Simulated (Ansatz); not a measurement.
**MnO2: a scan of the volume**

The task, for MnO2: follow energy and moments against volume.

Method: DFT PBE+U, scalar-relativistic, plane waves, PAW, in Ansatz 0.2.0.

### 1 The structure to begin with

Symmetry: R-3m, No. 166, trigonal system. Conventional cell: a = 2.857 Å, b = 2.857 Å, c = 13.752 Å, α = 90.00°, β = 90.00°, γ = 120.00°. Mn (site symmetry -3m) has 6 O at 1.90 Å as nearest neighbours. O (site symmetry 3m) has 3 Mn at 1.90 Å as nearest neighbours.

As a file:

```cif
data_structure
_symmetry_space_group_name_H-M 'R-3m:H'
_symmetry_Int_Tables_number 166
_cell_length_a 2.8569
_cell_length_b 2.8569
_cell_length_c 13.7518
_cell_angle_alpha 90.000
_cell_angle_beta 90.000
_cell_angle_gamma 120.000
_cell_volume 97.20
loop_
_atom_site_label
_atom_site_type_symbol
_atom_site_symmetry_multiplicity
_atom_site_Wyckoff_symbol
_atom_site_fract_x
_atom_site_fract_y
_atom_site_fract_z
_atom_site_occupancy
Mn1 Mn 3 a 0.00000 0.00000 0.00000 1
O1 O 6 c 0.00000 0.00000 0.26436 1
```

Source of the structure: the Materials Project (structure only). It is taken as it stands there.

### 2 The base run, which the others are set against

input.yaml

```yaml
crystal:
  lattice:
    - [1.4284348394, 0.824707239, 4.5839315268]
    - [-1.4284348394, 0.824707239, 4.5839315268]
    - [0.0, -1.6494144781, 4.5839315268]
  atoms:
    - { symbol: Mn, position: [0.0, 0.0, 0.0], spin: 3.03 }
    - { symbol: O, position: [0.26436449, 0.26436449, 0.26436449] }
    - { symbol: O, position: [0.73563551, 0.73563551, 0.73563551] }
basis:
  ecutwfc: 420
kpoints:
  mp_grid: { grid: [12, 12, 12] }
hamiltonian:
  xc: pbe
  hubbard: { sites: [{ species: Mn, l: d, u_eff: 3.9 }] }
scf:
  occupations: { method: gaussian, width: 0.02 }
output:
  forces: true
  stress: true
  eigenvalues: true
  populations: true
  write_density: true
  write_potential: true
  elf: true
  volumetric_format: npy
magnetization:
  spin_polarized: true
```

It was run beforehand and gave: -1677.0471 eV/atom at zero smearing, pressure 10.22 GPa, largest force 0.458 eV/Å, gap on the mesh 1.97 eV, site moments Mn +2.75, O -0.09 (×2) μB, in 14 SCF cycles and 39 s.

### 3 V/V0 = 0.8, start: antiferromagnetic, doubled cell, propagation vector (1/2, 1/2, 1/2)

input.yaml

```yaml
crystal:
  lattice:
    - [1.32604144, -0.7655903824, 8.5106901555]
    - [-1.32604144, -0.7655903824, 8.5106901555]
    - [0.0, -3.0623615294, 8.5106901555]
  atoms:
    - { symbol: Mn, position: [0.0, 0.0, 0.0], spin: 4.0 }
    - { symbol: O, position: [0.26436449, 0.26436449, 0.867817755] }
    - { symbol: O, position: [0.73563551, 0.73563551, 0.632182245] }
    - { symbol: Mn, position: [0.0, 0.0, 0.5], spin: -4.0 }
    - { symbol: O, position: [0.26436449, 0.26436449, 0.367817755] }
    - { symbol: O, position: [0.73563551, 0.73563551, 0.132182245] }
basis:
  ecutwfc: 420
kpoints:
  mp_grid: { grid: [12, 12, 6] }
hamiltonian:
  xc: pbe
  hubbard: { sites: [{ species: Mn, l: d, u_eff: 3.9 }] }
scf:
  occupations: { method: gaussian, width: 0.02 }
output:
  forces: true
  stress: true
  eigenvalues: true
  populations: true
magnetization:
  spin_polarized: true
```

The run is started by

```bash
$ ansatz run input.yaml --threads 1 --pin off --max-ram 2560MiB --backend cpu --events-out ev --progress --plain --runs-dir out
```

### 4 V/V0 = 0.86, start: antiferromagnetic, doubled cell, propagation vector (1/2, 1/2, 1/2)

Edit input.yaml of step 3 so:

```diff
@@ -2,5 +2,5 @@
   lattice:
-    - [1.32604144, -0.7655903824, 8.5106901555]
-    - [-1.32604144, -0.7655903824, 8.5106901555]
-    - [0.0, -3.0623615294, 8.5106901555]
+    - [1.3583965956, -0.7842706401, 8.718349355]
+    - [-1.3583965956, -0.7842706401, 8.718349355]
+    - [0.0, -3.1370825605, 8.718349355]
   atoms:
@@ -26,2 +26,6 @@
   populations: true
+  write_density: true
+  write_potential: true
+  elf: true
+  volumetric_format: npy
 magnetization:
```

### 5 V/V0 = 0.92, start: antiferromagnetic, doubled cell, propagation vector (1/2, 1/2, 1/2)

Edit input.yaml of step 4 so:

```diff
@@ -2,5 +2,5 @@
   lattice:
-    - [1.3583965956, -0.7842706401, 8.718349355]
-    - [-1.3583965956, -0.7842706401, 8.718349355]
-    - [0.0, -3.1370825605, 8.718349355]
+    - [1.3892797638, -0.8021010456, 8.9165611662]
+    - [-1.3892797638, -0.8021010456, 8.9165611662]
+    - [0.0, -3.2084041824, 8.9165611662]
   atoms:
@@ -26,6 +26,2 @@
   populations: true
-  write_density: true
-  write_potential: true
-  elf: true
-  volumetric_format: npy
 magnetization:
```

### 6 V/V0 = 0.96, start: antiferromagnetic, doubled cell, propagation vector (1/2, 1/2, 1/2)

Edit input.yaml of step 5 so:

```diff
@@ -2,5 +2,5 @@
   lattice:
-    - [1.3892797638, -0.8021010456, 8.9165611662]
-    - [-1.3892797638, -0.8021010456, 8.9165611662]
-    - [0.0, -3.2084041824, 8.9165611662]
+    - [1.4091292993, -0.8135611803, 9.0439578234]
+    - [-1.4091292993, -0.8135611803, 9.0439578234]
+    - [0.0, -3.2542447212, 9.0439578234]
   atoms:
```

### 7 V/V0 = 1.04, start: antiferromagnetic, doubled cell, propagation vector (1/2, 1/2, 1/2)

Edit input.yaml of step 6 so:

```diff
@@ -2,5 +2,5 @@
   lattice:
-    - [1.4091292993, -0.8135611803, 9.0439578234]
-    - [-1.4091292993, -0.8135611803, 9.0439578234]
-    - [0.0, -3.2542447212, 9.0439578234]
+    - [1.4472321903, -0.8355598947, 9.2885066657]
+    - [-1.4472321903, -0.8355598947, 9.2885066657]
+    - [0.0, -3.3422395786, 9.2885066657]
   atoms:
```

### 8 V/V0 = 1.1, start: antiferromagnetic, doubled cell, propagation vector (1/2, 1/2, 1/2)

Edit input.yaml of step 7 so:

```diff
@@ -2,5 +2,5 @@
   lattice:
-    - [1.4472321903, -0.8355598947, 9.2885066657]
-    - [-1.4472321903, -0.8355598947, 9.2885066657]
-    - [0.0, -3.3422395786, 9.2885066657]
+    - [1.4745448809, -0.851328884, 9.4638027315]
+    - [-1.4745448809, -0.851328884, 9.4638027315]
+    - [0.0, -3.4053155358, 9.4638027314]
   atoms:
```

### 9 V/V0 = 1.18, start: antiferromagnetic, doubled cell, propagation vector (1/2, 1/2, 1/2)

Edit input.yaml of step 8 so:

```diff
@@ -2,5 +2,5 @@
   lattice:
-    - [1.4745448809, -0.851328884, 9.4638027315]
-    - [-1.4745448809, -0.851328884, 9.4638027315]
-    - [0.0, -3.4053155358, 9.4638027314]
+    - [1.5094582422, -0.8714861225, 9.6878807964]
+    - [-1.5094582422, -0.8714861225, 9.6878807964]
+    - [0.0, -3.4859444898, 9.6878807964]
   atoms:
```

(Steps that only read results are left out.)

**Question.** What does this series show? Wanted: lowest point, start “antiferromagnetic, doubled cell, propagation vector.

**Answer**, as computed:

| quantity | value |
| --- | --- |
| lowest point, start “antiferromagnetic, doubled cell, propagation vector (1/2, 1/2, 1/2)” | V/V0 = 1.04 |

**Reading.** For the start “antiferromagnetic, doubled cell, propagation vector (1/2, 1/2, 1/2)” the lowest point lies at V/V0 = 1.04. The pressure passes through zero near V/V0 = 1.061, about 11.46 Å³/atom. The largest site moment goes from 2.40 μB at the smallest volume to 3.13 μB at the largest, growing as the bands narrow. The listed cell is far from this method's equilibrium (10.2 GPa, forces up to 0.46 eV/Å), so its values are not those of the relaxed crystal. The magnetic state reached may not be the lowest one.
